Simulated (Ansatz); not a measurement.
**H: input, output and frames of a trajectory**

All numbers below come from Ansatz 0.2.0, DFT PBEsol, scalar-relativistic, plane waves, PAW. Cutoff 420 eV, shifted (0.5, 0.5, 0.5 steps) 2×2×2 k-points, Fermi–Dirac smearing of 0.16 eV. The mesh is coarse. No spin polarisation.

16 atoms, starting at 1.06 times the perfect crystal's volume (space group P2_12_12_1, the cell as given, not relaxed at this level); constant energy, velocities drawn at 1800 K, fixed cell; 71 steps of 1 fs. The run is short and not equilibrated. The time step is on the long side.

Self-consistency was reached.

Command:
```bash
ansatz run input.yaml --threads 4 --pin off --max-ram 5120MiB --backend cpu --events-out ev --progress --plain --runs-dir out
```

Input:
```yaml
crystal:
  lattice:
    - [7.3179899665, -7.3278838611, 0.0]
    - [7.3179899665, 7.3278838611, 0.0]
    - [-7.3179899665, 0.0, 7.349526275]
  atoms:
    - { symbol: H, position: [0.145527825, 0.867264115, 0.64725933] }
    - { symbol: H, position: [0.645527825, 0.367264115, 0.64725933] }
    - { symbol: H, position: [0.220004785, 0.998268495, 0.35274067] }
    - { symbol: H, position: [0.720004785, 0.498268495, 0.35274067] }
    - { symbol: H, position: [0.632735885, 0.854472175, 0.85274067] }
    - { symbol: H, position: [0.132735885, 0.354472175, 0.85274067] }
    - { symbol: H, position: [0.001731505, 0.279995215, 0.14725933] }
    - { symbol: H, position: [0.501731505, 0.779995215, 0.14725933] }
    - { symbol: H, position: [0.63776705, 0.78702601, 0.78027071] }
    - { symbol: H, position: [0.13776705, 0.28702601, 0.78027071] }
    - { symbol: H, position: [0.0067553, 0.35749634, 0.21972929] }
    - { symbol: H, position: [0.5067553, 0.85749634, 0.21972929] }
    - { symbol: H, position: [0.21297399, 0.86223295, 0.71972929] }
    - { symbol: H, position: [0.71297399, 0.36223295, 0.71972929] }
    - { symbol: H, position: [0.14250366, 0.9932447, 0.28027071] }
    - { symbol: H, position: [0.64250366, 0.4932447, 0.28027071] }
basis:
  ecutwfc: 420
kpoints:
  mp_grid: { grid: [2, 2, 2], shift: [0.5, 0.5, 0.5] }
hamiltonian:
  xc: pbesol
scf:
  occupations: { method: fermi_dirac, width: 0.1551 }
  lower_state_search: "off"
  convergence: { dr2_threshold: 1.0e-07 }
output:
  forces: true
  stress: true
md:
  timestep: 1.0
  n_steps: 71
  ensemble: nve
  temperature: 1800.0
  initial_velocities: maxwell_boltzmann
  seed: 71715
```

Output (its end):
```
...
  atom   3  H      0.09253305     0.18408720     0.13143737
  atom   4  H     -0.09995375     1.35215135    -1.32804835
  atom   5  H     -0.22472698    -0.72023856    -0.12564924
  atom   6  H      0.02882646    -0.25254720    -0.09809571
  atom   7  H      0.00169942     0.15713749    -0.00055538
  atom   8  H     -0.30839280     0.18635560    -0.38809654
  atom   9  H      0.27534159     0.76135376     0.07295074
  atom  10  H     -0.12144282     0.22086597    -0.00062901
  atom  11  H      0.00127476    -0.14968690    -0.00736474
  atom  12  H      0.25592720    -0.23958888     0.43130853
  atom  13  H     -0.05174621    -0.42162193     0.22069233
  atom  14  H      0.05161518     0.66873195    -0.61412178
  atom  15  H     -0.00001854    -0.14202508    -0.02480600
  atom  16  H      0.09955198    -1.35632059     1.33570758
  max |Σ_I F_I| component: 6.08e-5 eV/Å
--- Stress (GPa, compression-positive) ---
        0.012296      -0.004075      -0.039091
       -0.004075      -0.253220       0.203244
       -0.039091       0.203245      -0.208339
  P = ⅓ Tr σ = -0.1498 GPa (-1.498 kbar)
--- Band table (eV) ---
  k-point 0: bands = ["-10.3852", "-10.0772", "-10.0104", "-9.8906", "-9.5137", "-9.3409", "-9.3225", "-9.2062", "-0.2109", "0.0362", "0.2282", "0.3620", "0.4984", "0.6787", "0.9181", "0.9891", "1.1388", "1.4212", "1.6344", "1.7651", "2.0847", "2.2626", "2.3817", "2.6232", "2.7903"]
  k-point 1: bands = ["-10.3880", "-10.0688", "-10.0172", "-9.8870", "-9.5153", "-9.3521", "-9.3131", "-9.2056", "-0.1630", "0.0060", "0.2129", "0.2912", "0.4230", "0.7261", "0.9175", "1.0829", "1.2197", "1.5067", "1.7159", "1.8314", "1.9447", "2.0320", "2.2771", "2.5318", "2.7342"]
  k-point 2: bands = ["-10.3866", "-10.0717", "-10.0151", "-9.8889", "-9.5141", "-9.3387", "-9.3279", "-9.2037", "-0.1022", "0.0156", "0.1983", "0.3125", "0.3986", "0.6909", "0.8222", "1.0155", "1.3430", "1.4910", "1.6960", "1.7390", "1.9887", "2.1215", "2.2848", "2.4885", "2.7621"]
  k-point 3: bands = ["-10.3864", "-10.0741", "-10.0149", "-9.8862", "-9.5140", "-9.3571", "-9.3061", "-9.2080", "-0.2039", "-0.0225", "0.1994", "0.3089", "0.5261", "0.6860", "0.9031", "1.0939", "1.3273", "1.4538", "1.7426", "1.8530", "2.0612", "2.1359", "2.3295", "2.4682", "2.5513"]
--- MD trajectory: 71 steps, t = 0.0 → 71.0 fs ---
  final state: T = 1723.8 K   F+E_penalty+E_count = -249.62277796 eV   E_kin = 3.342207 eV
  conserved energy: peak-to-peak 6.951e-2 eV (4.345e-3 eV/atom) over 71.0 fs
```

Frames along the run (Å, eV/Å; dE is the potential energy from the first frame):

```xyz
16
Lattice="7.318 -7.328 0.000 7.318 7.328 0.000 -7.318 0.000 7.350" Properties=species:S:1:pos:R:3:forces:R:3 pbc="T T T" time_fs=0.00 dE_eV=0.0000 T_K=1800
H     2.675    5.289    4.757    0.009    0.065   -0.066
H     2.675   -2.039    4.757    0.009    0.065   -0.066
H     6.334    5.703    2.592    0.009   -0.065    0.066
H     6.334   -1.625    2.592    0.009   -0.065    0.066
H     4.643    1.625    6.267   -0.009    0.065    0.066
H    -2.675    1.625    6.267   -0.009    0.065    0.066
H     0.984    2.039    1.082   -0.009   -0.065   -0.066
H     8.302    2.039    1.082   -0.009   -0.065   -0.066
H     4.717    1.094    5.735    0.008   -0.066   -0.065
H    -2.601    1.094    5.735    0.008   -0.066   -0.065
H     1.058    2.570    1.615    0.008    0.066    0.065
H     8.376    2.570    1.615    0.008    0.066    0.065
H     2.601    4.758    5.290   -0.008   -0.066    0.065
H     2.601   -2.570    5.290   -0.008   -0.066    0.065
H     6.260    6.234    2.060   -0.008    0.066   -0.065
H     6.260   -1.094    2.060   -0.008    0.066   -0.065
16
Lattice="7.318 -7.328 0.000 7.318 7.328 0.000 -7.318 0.000 7.350" Properties=species:S:1:pos:R:3:forces:R:3 pbc="T T T" time_fs=6.00 dE_eV=0.4078 T_K=1614
H     2.620    5.329    4.687   -0.174   -0.719    2.650
H     2.543   -2.177    4.896   -0.379    2.221   -0.781
H     6.363    5.384    2.363    0.014    0.174   -0.027
H     6.067   -1.743    2.475    0.460    0.349   -0.170
H     4.411    1.577    6.335   -0.173    0.192    0.494
H    -2.910    1.937    6.399    0.084   -0.396   -0.199
H     1.232    2.422    0.734    0.075    0.036    0.716
H     8.470    1.803    1.190   -0.625    2.366    0.414
H     4.640    1.322    5.676    0.172   -0.192   -0.493
H    -2.767    1.259    6.056   -0.088    0.397    0.200
H     1.313    2.463    1.510   -0.075   -0.036   -0.717
H     8.254    2.622    1.334    0.625   -2.364   -0.415
H     2.564    5.101    5.530    0.175    0.719   -2.651
H     2.655   -2.828    5.125    0.380   -2.223    0.781
H     6.430    6.133    2.232   -0.013   -0.175    0.028
H     6.659   -1.291    2.254   -0.459   -0.349    0.171
16
Lattice="7.318 -7.328 0.000 7.318 7.328 0.000 -7.318 0.000 7.350" Properties=species:S:1:pos:R:3:forces:R:3 pbc="T T T" time_fs=12.00 dE_eV=0.4234 T_K=1598
H     2.551    5.297    4.790   -0.020    0.541    1.994
H     2.410   -2.339    5.055    0.383   -0.924   -0.143
H     6.400    5.206    2.097    0.228    0.811    0.412
H     6.041   -1.612    2.204    2.496   -0.409    1.276
H     4.194    1.505    6.352    0.177    0.037   -0.349
H    -3.136    2.208    6.506    0.116   -0.446   -0.059
H     1.502    2.834    0.587    0.068   -0.796    0.967
H     8.586    1.814    1.368   -0.935    1.428   -0.892
H     4.546    1.574    5.670   -0.179   -0.037    0.350
H    -2.941    1.467    6.401   -0.115    0.446    0.057
H     1.547    2.325    1.204   -0.070    0.800   -0.967
H     8.184    2.429    0.983    0.935   -1.427    0.891
H     2.541    5.517    5.598    0.020   -0.541   -1.995
H     2.710   -3.063    4.940   -0.382    0.920    0.145
H     6.592    5.890    2.442   -0.228   -0.813   -0.412
H     6.817   -1.739    2.601   -2.494    0.409   -1.275
16
Lattice="7.318 -7.328 0.000 7.318 7.328 0.000 -7.318 0.000 7.350" Properties=species:S:1:pos:R:3:forces:R:3 pbc="T T T" time_fs=18.00 dE_eV=0.3720 T_K=1626
H     2.487    5.360    5.028   -0.100   -1.824   -1.921
H     2.310   -2.635    5.242    1.163   -1.459   -1.420
H     6.479    5.183    1.899    0.266    0.347    0.775
H     6.488   -1.532    2.151    0.034   -1.482    1.427
H     4.013    1.427    6.289    0.506    0.511   -0.687
H    -3.350    2.431    6.610   -0.009    0.059   -0.025
H     1.783    3.104    0.613   -0.044   -0.660    0.114
H     8.580    1.958    1.393    0.827   -0.347    1.468
H     4.417    1.832    5.742   -0.508   -0.509    0.688
H    -3.127    1.722    6.748    0.058   -0.078   -0.004
H     1.769    2.332    0.724   -0.007    0.680   -0.086
H     8.236    2.102    0.784   -0.827    0.347   -1.469
H     2.513    5.837    5.531    0.100    1.824    1.921
H     2.732   -3.165    4.727   -1.163    1.459    1.421
H     6.713    5.492    2.584   -0.264   -0.350   -0.774
H     6.502   -2.135    2.731   -0.031    1.483   -1.428
16
Lattice="7.318 -7.328 0.000 7.318 7.328 0.000 -7.318 0.000 7.350" Properties=species:S:1:pos:R:3:forces:R:3 pbc="T T T" time_fs=24.00 dE_eV=0.1819 T_K=1712
H     2.427    5.451    5.241   -0.097   -1.185   -0.430
H     2.301   -3.045    5.318    0.400   -0.123   -0.776
H     6.608    5.215    1.854    0.024   -0.026    0.091
H     6.866   -1.798    2.404    0.646    0.412   -0.159
H     3.884    1.403    6.155    0.196    0.358   -0.150
H    -3.543    2.616    6.720    0.104    0.204   -0.266
H     2.043    3.174    0.657   -0.215    0.139    0.156
H     8.534    2.085    1.325    0.184    0.262    0.578
H     4.235    2.036    5.887   -0.198   -0.356    0.151
H    -3.308    2.004    7.076    0.325   -0.338    0.062
H     1.985    2.549    0.241   -0.211   -0.006    0.048
H     8.327    1.792    0.678   -0.185   -0.262   -0.579
H     2.481    6.130    5.488    0.097    1.185    0.430
H     2.663   -3.153    4.626   -0.405    0.125    0.775
H     6.784    5.036    2.572   -0.021    0.023   -0.090
H     6.257   -2.184    2.555   -0.643   -0.411    0.159
16
Lattice="7.318 -7.328 0.000 7.318 7.328 0.000 -7.318 0.000 7.350" Properties=species:S:1:pos:R:3:forces:R:3 pbc="T T T" time_fs=30.00 dE_eV=0.8836 T_K=1368
H     2.365    5.559    5.519    0.247    2.477   -0.405
H     2.338   -3.423    5.268   -0.751   -0.851    2.149
H     6.769    5.202    1.941   -0.001    0.039   -0.037
H     6.980   -2.221    2.714   -1.425    0.295   -0.791
H     3.790    1.458    6.003   -0.166   -0.513   -0.034
H    -3.639    2.749    6.803    0.840   -0.283   -0.163
H     2.199    3.125    0.637   -0.758    0.152   -0.170
H     8.427    2.213    1.131    0.139   -2.013   -1.195
H     4.017    2.164    6.049    0.166    0.514    0.034
H    -3.409    2.285    7.352    0.670   -0.178   -0.333
H     2.129    2.938   -0.100   -0.745    0.297    0.680
H     8.479    1.481    0.697   -0.142    2.016    1.197
H     2.451    6.405    5.380   -0.248   -2.479    0.406
H     2.547   -3.173    4.650    0.743    0.863   -2.165
H     6.824    4.626    2.429    0.004   -0.043    0.038
H     6.277   -2.076    2.322    1.428   -0.294    0.792
16
Lattice="7.318 -7.328 0.000 7.318 7.328 0.000 -7.318 0.000 7.350" Properties=species:S:1:pos:R:3:forces:R:3 pbc="T T T" time_fs=36.00 dE_eV=0.7630 T_K=1424
H     2.320    5.847    5.810    0.243    1.878   -1.590
H     2.373   -3.780    5.195    0.005    0.087   -0.117
H     6.943    5.089    2.122   -0.085   -0.730    0.062
H     6.686   -2.627    2.861    0.070    2.106   -1.991
H     3.711    1.568    5.860   -0.012   -0.128   -0.068
H    -3.481    2.789    6.835    0.577   -0.350    0.431
H     2.117    3.084    0.513   -0.533    0.717   -0.994
H     8.313    2.142    0.777    0.831   -1.985    0.262
H     3.783    2.235    6.203    0.014    0.128    0.066
H    -3.306    2.517    7.534    0.324    0.048   -0.589
H     2.054    3.458   -0.185   -0.377   -0.417    1.207
H     8.637    1.371    0.877   -0.836    1.989   -0.258
H     2.404    6.499    5.259   -0.244   -1.880    1.591
H     2.430   -3.210    4.691    0.002   -0.085    0.060
H     6.852    4.315    2.191    0.087    0.726   -0.063
H     6.707   -1.985    2.252   -0.068   -2.105    1.991
16
Lattice="7.318 -7.328 0.000 7.318 7.328 0.000 -7.318 0.000 7.350" Properties=species:S:1:pos:R:3:forces:R:3 pbc="T T T" time_fs=41.00 dE_eV=0.4203 T_K=1618
H     2.297    6.184    5.906   -0.302   -1.685    3.390
H     2.430   -4.056    5.049   -0.317    2.082   -0.694
H     7.077    4.866    2.299   -0.180   -0.639   -0.310
H     6.461   -2.649    2.688   -0.280   -0.201    0.097
H     3.658    1.707    5.750   -0.098    0.678    0.715
H    -3.211    2.766    6.874    0.090   -0.029   -0.009
H     1.914    3.166    0.279   -0.122    0.460   -0.139
H     8.316    1.905    0.555   -1.265    1.591   -1.424
H     3.577    2.247    6.322    0.101   -0.678   -0.718
H    -3.106    2.683    7.620    0.096   -0.036   -0.007
H     1.873    3.858   -0.059   -0.082   -0.407    0.256
H     8.671    1.457    0.955    1.259   -1.590    1.427
H     2.350    6.482    5.305    0.302    1.685   -3.390
H     2.307   -3.261    4.797    0.336   -2.071    0.594
H     6.887    4.183    1.968    0.181    0.637    0.309
H     7.044   -2.225    2.489    0.281    0.200   -0.097
16
Lattice="7.318 -7.328 0.000 7.318 7.328 0.000 -7.318 0.000 7.350" Properties=species:S:1:pos:R:3:forces:R:3 pbc="T T T" time_fs=47.00 dE_eV=0.0513 T_K=1773
H     2.261    6.529    6.078    0.022   -0.006   -0.538
H     2.466   -4.200    4.812    0.036   -0.074   -0.065
H     7.196    4.471    2.429    0.015    0.023    0.049
H     6.465   -2.553    2.462    0.823   -0.093    0.383
H     3.586    1.951    5.695   -0.099    0.109    0.300
H    -2.852    2.730    6.952   -0.001   -0.068   -0.370
H     1.627    3.447   -0.034   -0.009   -0.143   -0.013
H     8.333    1.620    0.320    0.435   -0.074    0.844
H     3.339    2.186    6.385    0.106   -0.107   -0.310
H    -2.834    2.867    7.687    0.017    0.064    0.371
H     1.625    4.175    0.160   -0.026    0.165    0.090
H     8.694    1.561    1.019   -0.444    0.073   -0.836
H     2.293    6.519    5.303   -0.023    0.007    0.537
H     2.197   -3.508    4.955   -0.015    0.055   -0.012
H     6.971    4.151    1.781   -0.015   -0.025   -0.049
H     7.176   -2.636    2.792   -0.822    0.094   -0.382
16
Lattice="7.318 -7.328 0.000 7.318 7.328 0.000 -7.318 0.000 7.350" Properties=species:S:1:pos:R:3:forces:R:3 pbc="T T T" time_fs=53.00 dE_eV=0.6311 T_K=1505
H     2.236    6.941    6.154   -0.030   -1.446   -2.432
H     2.458   -4.281    4.620    1.087   -1.565   -1.444
H     7.275    4.026    2.440   -0.020    0.022   -0.085
H     6.848   -2.441    2.355    0.259   -2.028    2.028
H     3.483    2.209    5.719    0.279    0.077   -0.502
H    -2.487    2.698    7.055   -0.008    0.034    0.061
H     1.335    3.896   -0.293    0.026    0.371    0.564
H     8.453    1.254    0.238    0.476    1.483    2.104
H     3.134    2.111    6.367   -0.264   -0.071    0.485
H    -2.557    3.045    7.728    0.008   -0.034   -0.062
H     1.367    4.332    0.352   -0.036   -0.365   -0.534
H     8.612    1.747    0.933   -0.494   -1.490   -2.089
H     2.226    6.490    5.397    0.030    1.448    2.432
H     2.137   -3.823    5.041   -1.075    1.555    1.410
H     7.095    4.169    1.714    0.023   -0.022    0.089
H     6.929   -3.063    2.977   -0.260    2.031   -2.023
16
Lattice="7.318 -7.328 0.000 7.318 7.328 0.000 -7.318 0.000 7.350" Properties=species:S:1:pos:R:3:forces:R:3 pbc="T T T" time_fs=59.00 dE_eV=0.2107 T_K=1699
H     2.210    7.267    6.056   -0.106   -1.515   -0.831
H     2.440   -4.339    4.428   -0.421    0.210    0.820
H     7.319    3.597    2.317   -0.064    0.638   -0.581
H     7.299   -2.694    2.622   -1.521   -0.949    0.381
H     3.355    2.456    5.792    0.040    0.021   -0.040
H    -2.125    2.679    7.191   -0.116    0.373    0.376
H     1.049    4.476   -0.395    0.087   -0.173    1.274
H     8.624    1.036    0.378   -0.250    1.137    0.404
H     2.960    2.048    6.293   -0.012   -0.003    0.012
H    -2.278    3.210    7.735    0.106   -0.378   -0.387
H     1.099    4.362    0.398   -0.085    0.177   -1.284
H     8.472    1.782    0.629    0.219   -1.157   -0.377
H     2.159    6.548    5.664    0.106    1.515    0.830
H     2.092   -4.164    5.116    0.423   -0.215   -0.823
H     7.256    4.171    1.782    0.076   -0.632    0.593
H     6.614   -3.124    2.790    1.518    0.951   -0.367
16
Lattice="7.318 -7.328 0.000 7.318 7.328 0.000 -7.318 0.000 7.350" Properties=species:S:1:pos:R:3:forces:R:3 pbc="T T T" time_fs=65.00 dE_eV=0.3551 T_K=1649
H     2.170    7.439    5.945    0.311    3.237   -0.002
H     2.358   -4.325    4.327   -0.673   -0.696    2.092
H     7.348    3.283    2.077    0.117    0.916   -0.105
H     7.339   -3.133    2.925    0.698   -0.153    0.406
H     3.195    2.675    5.917   -0.391   -0.732    0.245
H    -1.774    2.691    7.360   -0.124    0.286    0.132
H     0.780    5.026   -0.275    0.039   -0.562    0.444
H     8.717    1.019    0.527    1.056   -2.044    0.710
H     2.827    2.021    6.157    0.432    0.761   -0.285
H    -1.992    3.342    7.706    0.087   -0.305   -0.170
H     0.815    4.423    0.220   -0.034    0.567   -0.457
H     8.400    1.609    0.326   -1.098    2.009   -0.672
H     2.106    6.760    5.945   -0.310   -3.240    0.001
H     2.111   -4.579    5.098    0.672    0.699   -2.092
H     7.435    4.059    1.971   -0.080   -0.893    0.145
H     6.709   -2.998    2.570   -0.701    0.149   -0.391
16
Lattice="7.318 -7.328 0.000 7.318 7.328 0.000 -7.318 0.000 7.350" Properties=species:S:1:pos:R:3:forces:R:3 pbc="T T T" time_fs=71.00 dE_eV=0.1488 T_K=1724
H     2.131    7.620    5.859    0.052    0.407   -0.216
H     2.225   -4.365    4.384   -0.052   -0.656    0.611
H     7.405    3.139    1.830    0.093    0.184    0.131
H     7.112   -3.517    3.083   -0.100    1.352   -1.328
H     2.996    2.818    6.070   -0.225   -0.720   -0.126
H    -1.446    2.737    7.535    0.029   -0.253   -0.098
H     0.521    5.408   -0.048    0.002    0.157   -0.001
H     8.760    1.057    0.651   -0.308    0.186   -0.388
H     2.748    2.080    5.979    0.275    0.761    0.073
H    -1.697    3.433    7.657   -0.121    0.221   -0.001
H     0.522    4.654   -0.070    0.001   -0.150   -0.007
H     8.363    1.367    0.062    0.256   -0.240    0.431
H     2.052    6.962    6.200   -0.052   -0.422    0.221
H     2.182   -4.939    4.922    0.052    0.669   -0.614
H     7.600    3.787    2.182    0.000   -0.142   -0.025
H     7.070   -2.928    2.500    0.100   -1.356    1.336
```